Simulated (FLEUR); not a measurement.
Co: equation of state with LDA

Crystal: Co.

```
Co
1.0
     2.47056    0.00000    0.00000
    -1.23528    2.13957    0.00000
     0.00000    0.00000    8.08823
Co
4
Direct
  0.66667 0.33333 0.75000
  0.00000 0.00000 0.50000
  0.33333 0.66667 0.25000
  0.00000 0.00000 0.00000
```

* Program: FLEUR MaX-R8.1 (later development tree)
* Task: equation of state
* Functional: LDA
* Potentials or basis: all-electron
* Basis: FLAPW
* Kmax: 4.67 1/bohr
* k mesh: 12 × 12 × 4
* Occupations: fermi-dirac, width 0.05 eV
* Spin: collinear spin, program default start
* Gmax: 14.5 1/bohr
* Muffin-tin radii: Co 2.1 bohr
* lmax: Co 9
* lnonsphr: Co 9
* Local orbitals a species: Co 5

```
Equilibrium volume                        : 10.00 Å³/atom (rough: see the caveat)
Bulk modulus at fixed shape and positions : 264 GPa (rough)
```

Energy against volume, from the lowest point:
| volume (Å³/atom) | energy (meV/atom) |
| --- | --- |
| 10.047 | 0.00 |
| 10.261 | 5.09 |
| 10.688 | 34.04 |
| 11.116 | 82.97 |
| 11.330 | 113.60 |

Caveat: the minimum lies outside the volumes run; the cell was scaled at fixed shape and fractional positions, which overstates the stiffness of a crystal with free parameters, most of all of layers and chains.
